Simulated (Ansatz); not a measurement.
# Fe2Ge (P6/mmm) in Ansatz: equation of state

How stiff is Fe2Ge in PBEsol, and what volume does it want? The cell is scaled to several volumes.

Everything below comes from runs of Ansatz 0.2.0. Logs are shortened: lines on timing, memory, paths and dates and some standing lists are left out, and cuts for length are marked.

## 1. The crystal as given

It takes space group P6/mmm (No. 191, hexagonal). Conventional cell: a = 4.164 Å, b = 4.164 Å, c = 2.626 Å, α = 90.00°, β = 90.00°, γ = 120.00°. Around Ge (site symmetry 6/mmm) lie 2 Ge at 2.63 Å and 12 Fe at 2.74 Å. Fe (site symmetry -6m2) is surrounded by 5 Fe at 2.40 to 2.63 Å and 6 Ge at 2.74 Å.

The cell comes from a database or a generator and needn't be the stable form of this composition.

## 2. Single point, PBEsol, collinear spin, ferromagnetic start, 12.36 Å³/atom (volume scaled by 0.94)

The input, input.yaml:

```yaml
crystal:
  lattice:
    - [4.0786381062, 0.0, 0.0]
    - [-2.0393190531, 3.5322042128, 0.0]
    - [0.0, 0.0, 2.5728496086]
  atoms:
    - { symbol: Ge, position: [0.0, 0.0, 0.0] }
    - { symbol: Fe, position: [0.3333333333, 0.6666666667, 0.5], spin: 3.0 }
    - { symbol: Fe, position: [0.6666666667, 0.3333333333, 0.5], spin: 3.0 }
hamiltonian:
  xc: pbesol
  pseudopotentials: { kind: paw }
magnetization:
  spin_polarized: true
kpoints:
  mp_grid: { grid: [7, 7, 10] }
scf:
  occupations: { method: fermi_dirac, width: 0.05 }
output:
  forces: true
  stress: true
  eigenvalues: true
```

Potentials or basis: Ansatz PAW.

On the command line:

```
$ ansatz run input.yaml --threads 2 --pin off --max-ram 5632MiB --backend cpu --events-out ev --progress --plain --runs-dir out
```

Standard output:

```text
Warning: RAYON_NUM_THREADS=2 ignored (pool sized by the plan → 2); use --threads N
Engine: ansatz 0.2.0, aarch64-unknown-linux-gnu
Pseudopotentials: kind: paw
Pseudopotential: Ge, paw, valence charge 14, recommended cutoff 420 eV (normal), Ge.paw.azcp
Pseudopotential: Fe, paw, valence charge 16, recommended cutoff 420 eV (normal), Fe.paw.azcp
Functional definition: PBEsol
  exchange = pbesol_x
  correlation = pbesol_c
Crystal: 3 atoms, lattice volume = 37.066 Å³
Basis set: ecut = 420 eV, 717 PW (Γ), exchange–correlation on 60×60×36 points (8 copies of the dense FFT grid, shifted against one another)
Bands: 32, of which v1, the nominal top of the filled ones, is band 23 counted from 1 (22 counted from 0)
Symmetry: 24 space group operations
Space group: P6/mmm (ITA 191), of the structure as read, at distance tolerance 3.3e-5 Å
Magnetic group: BNS 191.233 (UNI 1463), of the structure as read, at distance tolerance 3.3e-5 Å
k-points: 48 of 490
Non-local potential: Ge, projectors of the file, l = 0: 2, l = 1: 2, l = 2: 3, l = 3: 1
Non-local potential: Fe, projectors of the file, l = 0: 3, l = 1: 2, l = 2: 3, l = 3: 1
PAW form: soft (Blöchl's): semilocal exchange-correlation on the pseudo side does not see the compensation charge
PAW frozen core: Ge, regenerated for the run's functional, and the local potential with it (the file was generated under x = pbe(κ = 0.804, μ = 0.2195149727645171), c = pbe(β = 0.06672455060314922))
PAW frozen core: Fe, regenerated for the run's functional, and the local potential with it (the file was generated under x = pbe(κ = 0.804, μ = 0.2195149727645171), c = pbe(β = 0.06672455060314922))
PAW one-centre angular grid: Ge, 590 points (default); XC on 64 Gauss nodes
PAW one-centre angular grid: Fe, 590 points (default); XC on 64 Gauss nodes
Initial density: superposition of atomic densities (chi_scale 0.1, normalization cell)
Starting moments: Σ|m| = 6 μB on 2 of 3 sites
Initial wavefunctions: pseudopotential atomic-orbital guess
Functional: x = pbesol(κ = 0.804, μ = 0.12345679012345678), c = pbesol(β = 0.046)
iter 1 solved again at ethr=2.65e-3 eV; its pass at ethr=3.10e-3 eV (dr2=1.22e0 eV) is discarded
SCF iter   1: F=—  HF=-13149.058429 eV  |F-HF|=—  |Δ(HF+E_count)|=         —  Δρ=7.83e-2 (↑7.83e-2 ↓4.36e-2)  dr2=1.22e0  dr2_m=9.10e-1  M=4.478 μB ∫|m|=4.560 μB  β_m=0.30  ethr=2.65e-3  ⟨swp⟩=1.1  Hψ=14602  notcnv=0
Mixer restart at iter 1: flushing history
preconditioner: auto → none  [metal: Δε(μ)=0.020 eV  Ē_g=15.378 eV  σ=0.050 eV  W_gap=0.10  n_scr=8 (ndim 8)  ℏωp=33.4 eV  f_vac=0.000  D(μ)=3.84/eV (n_scr^D=56)  sad-step TF]
SCF iter   2: F=—  HF=-13148.958433 eV  |F-HF|=—  |Δ(HF+E_count)|=   1.00e-1  Δρ=3.13e-2 (↑2.23e-2 ↓3.13e-2)  dr2=4.26e-1  dr2_m=1.55e-1  M=4.784 μB ∫|m|=4.864 μB  β_m=0.38  ethr=2.65e-3  ⟨swp⟩=2.0  Hψ=3904  notcnv=0
SCF iter   3: F=—  HF=-13149.989468 eV  |F-HF|=—  |Δ(HF+E_count)|=    1.03e0  Δρ=1.61e-2 (↑1.61e-2 ↓1.56e-2)  dr2=6.24e-2  dr2_m=5.21e-2  M=4.772 μB ∫|m|=4.850 μB  β_m=0.43  ethr=9.26e-4  ⟨swp⟩=3.1  Hψ=5475  notcnv=0  defer=158
SCF iter   4: F=—  HF=-13150.415385 eV  |F-HF|=—  |Δ(HF+E_count)|=   4.26e-1  Δρ=1.06e-2 (↑3.47e-3 ↓1.06e-2)  dr2=3.28e-2  dr2_m=1.37e-2  M=4.691 μB ∫|m|=4.784 μB  β_m=0.47  ethr=1.36e-4  ⟨swp⟩=2.5  Hψ=5249  notcnv=0  defer=175
SCF iter   5: F=—  HF=-13150.535118 eV  |F-HF|=—  |Δ(HF+E_count)|=   1.20e-1  Δρ=7.01e-3 (↑5.36e-3 ↓7.01e-3)  dr2=3.17e-3  dr2_m=1.25e-2  M=4.612 μB ∫|m|=4.712 μB  β_m=0.73  ethr=7.13e-5  ⟨swp⟩=2.3  Hψ=4692  notcnv=0  defer=175
SCF iter   6: F=—  HF=-13150.560152 eV  |F-HF|=—  |Δ(HF+E_count)|=   2.50e-2  Δρ=4.23e-3 (↑1.75e-3 ↓4.23e-3)  dr2=2.02e-3  dr2_m=2.92e-3  M=4.557 μB ∫|m|=4.661 μB  β_m=0.73  ethr=6.90e-6  ⟨swp⟩=2.2  Hψ=5290  notcnv=0  defer=175
SCF iter   7: F=—  HF=-13150.560104 eV  |F-HF|=—  |Δ(HF+E_count)|=   4.87e-5  Δρ=2.59e-3 (↑2.59e-3 ↓1.53e-3)  dr2=3.87e-4  dr2_m=1.40e-3  M=4.527 μB ∫|m|=4.631 μB  β_m=0.86  ethr=4.40e-6  ⟨swp⟩=2.1  Hψ=5169  notcnv=0  defer=177
SCF iter   8: F=—  HF=-13150.560058 eV  |F-HF|=—  |Δ(HF+E_count)|=   4.60e-5  Δρ=4.41e-4 (↑4.41e-4 ↓4.37e-4)  dr2=1.93e-6  dr2_m=6.31e-5  M=4.519 μB ∫|m|=4.622 μB  β_m=0.93  ethr=8.41e-7  ⟨swp⟩=2.4  Hψ=4855  notcnv=0  defer=174
SCF iter   9: F=—  HF=-13150.560061 eV  |F-HF|=—  |Δ(HF+E_count)|=   3.52e-6  Δρ=1.86e-4 (↑1.32e-4 ↓1.86e-4)  dr2=2.63e-6  dr2_m=8.29e-6  M=4.516 μB ∫|m|=4.619 μB  β_m=0.86  ethr=4.19e-9  ⟨swp⟩=2.0  Hψ=5361  notcnv=0  defer=174
SCF iter  10: F=—  HF=-13150.560062 eV  |F-HF|=—  |Δ(HF+E_count)|=   6.01e-7  Δρ=5.28e-5 (↑5.28e-5 ↓4.76e-5)  dr2=9.62e-8  dr2_m=8.07e-7  M=4.518 μB ∫|m|=4.621 μB  β_m=0.84  ethr=4.19e-9  ⟨swp⟩=2.0  Hψ=4299  notcnv=0  defer=174
SCF iter  11: F=—  HF=-13150.560062 eV  |F-HF|=—  |Δ(HF+E_count)|=   8.13e-8  Δρ=6.63e-6 (↑6.63e-6 ↓4.44e-6)  dr2=4.44e-9  dr2_m=9.28e-9  M=4.518 μB ∫|m|=4.621 μB  β_m=0.78  ethr=2.09e-10  ⟨swp⟩=2.1  Hψ=4630  notcnv=0  defer=174
SCF iter  12: F=-13150.560062 eV  HF=-13150.560062 eV  |F-HF|=5.65e-9  |Δ(HF+E_count)|=   2.85e-9  Δρ=2.65e-6 (↑2.65e-6 ↓1.48e-6)  dr2=5.96e-9  dr2_m=1.54e-10  M=4.518 μB ∫|m|=4.621 μB  ethr=9.66e-12  ⟨swp⟩=6.4  Hψ=11046  notcnv=0
SCF 1 converged in 12 iterations: F = -13150.560062 eV  dr2 = 5.96e-9
SCF converged after 12 iterations
Magnetization: 4.5178 μB (25.2589 up, 20.7411 down)
Absolute magnetization: 4.6165 μB (∫|ρ↑−ρ↓|, with the PAW one-centre terms)
Spin contamination: 0.0686 ħ² per cell (⟨S²⟩ above its minimum at these occupations)
Per-site moments (μB) at R_I (Å): [(-0.004935593050868899, 1.0613004635475), (2.194763425982951, 0.9713561585217123), (2.194763425982951, 0.9713561585217123)]
Free energy (F): -13150.560062 eV
Harris-Foulkes:  -13150.560062 eV  (|F-HF|=5.65e-9)
Internal energy: -13150.533845 eV  (E = F + TS)
E sigma→0 (E₀):  -13150.546953 eV
Entropy (-TS):   -0.026217 eV (-8.739 meV/atom)
Fermi energy:    17.819911 eV
--- Per-component energies (eV) ---
  E_band       = -482.014908
  E_kinetic    = 819.371297
  E_local      = -6189.049011  (includes V_loc(G=0)·N_el)
  E_nonlocal   = 867.092488
  E_hartree    = 2653.682653
  E_xc         = -310.055804
  E_vxc        = -368.810069  (∫ρ·V_xc dr)
  E_paw        = -4654.930812  (= ΣΔE_a)
  E_vpaw       = -917.992748  (= ΣTr[D̂ρ^β])
  E_aug_tail   = 0.002141  (compensation charges beyond the density's cutoff)
  E_ewald      = -6337.923135
  E_core_change = 1.276340  (= ΣΔE_core)
  E_smearing   = -0.026217  (= −TS)
  E_closure    = -0.000000  (closes the sum)
  Σ components = -13150.560062   (vs F -13150.560062, Δ=0.00e0)
--- Forces (eV/Å), atoms counted from 1 ---
  atom   1  Ge     0.00000000     0.00000000     0.00000000
  atom   2  Fe    -0.00000000     0.00000000     0.00000000
  atom   3  Fe     0.00000000    -0.00000000     0.00000000
  max |Σ_I F_I| component: 2.31e-18 eV/Å
--- Stress (GPa, compression-positive) ---
       -1.578906      -0.000000       0.000000
       -0.000000      -1.578906       0.000000
        0.000000       0.000000       0.924509
  P = ⅓ Tr σ = -0.7444 GPa (-7.444 kbar)
--- Band table (eV; the first three rows and the last of 96) ---
  k-point 0 ↑: bands = ["-70.1413", "-70.0528", "-36.3906", "-36.3906", "-36.3802", "-36.3180", "-36.0975", "-36.0975", "-7.4792", "-7.2203", "-7.2203", "-7.2150", "-7.2150", "4.6481", "12.8243", "12.8243", "13.6484", "14.7704", "14.9687", "14.9687", "15.6437", "15.6437", "16.5665", "16.5665", "18.3282", "20.1730", "20.1730", "20.7717", "20.7717", "25.4557", "25.9762", "31.9732"]
  k-point 1 ↑: bands = ["-70.1393", "-70.0510", "-36.3985", "-36.3885", "-36.3885", "-36.3346", "-36.0959", "-36.0959", "-7.4478", "-7.2278", "-7.2278", "-7.2191", "-7.2191", "4.8786", "12.9557", "12.9557", "13.7738", "14.8659", "14.8659", "15.0084", "15.5421", "15.5421", "16.4592", "16.4592", "18.4601", "20.2697", "20.2697", "21.1733", "21.1733", "23.9334", "25.4846", "34.4453"]
  k-point 2 ↑: bands = ["-70.1342", "-70.0462", "-36.4461", "-36.3832", "-36.3832", "-36.3781", "-36.0919", "-36.0919", "-7.3659", "-7.2613", "-7.2613", "-7.2157", "-7.2157", "5.5669", "13.3224", "13.3224", "13.9916", "14.5098", "14.5098", "15.4519", "15.4519", "15.6694", "16.1814", "16.1814", "18.9038", "20.5433", "20.5433", "20.8532", "22.2119", "22.2119", "25.5640", "32.1425"]
  k-point 47 ↓: bands = ["-67.5492", "-67.5319", "-34.0110", "-33.9380", "-33.9218", "-33.8518", "-33.7831", "-33.6218", "-7.3433", "-7.3417", "-7.1984", "-7.1974", "-7.1470", "10.5516", "11.9934", "14.0375", "14.0573", "15.8027", "16.4050", "17.0198", "18.1734", "18.2805", "18.4999", "18.7711", "19.6021", "19.7053", "20.7951", "21.6356", "21.7444", "25.8629", "27.7252", "28.8992"]
```

Run time: 5.6 s. Hardware: 2 threads of Arm Neoverse V1, shared host; peak memory 0.41 GiB.

What came out:

```yaml
Free_energy: -13150.5601 eV
Pressure: -0.7 GPa
Band_gap_on_the_k_mesh: none (metal or under the smearing width)
Net_moment: 4.52 μB per cell
Absolute_moment: 4.62 μB per cell
Site_moments: Ge -0.00; Fe +2.19 μB
```

Caveat: the PAW data sets come from PBE, with cores solved anew for the run's functional, which leaves a small shift of forces and pressure.

(Part 1 of 2 ends here.)
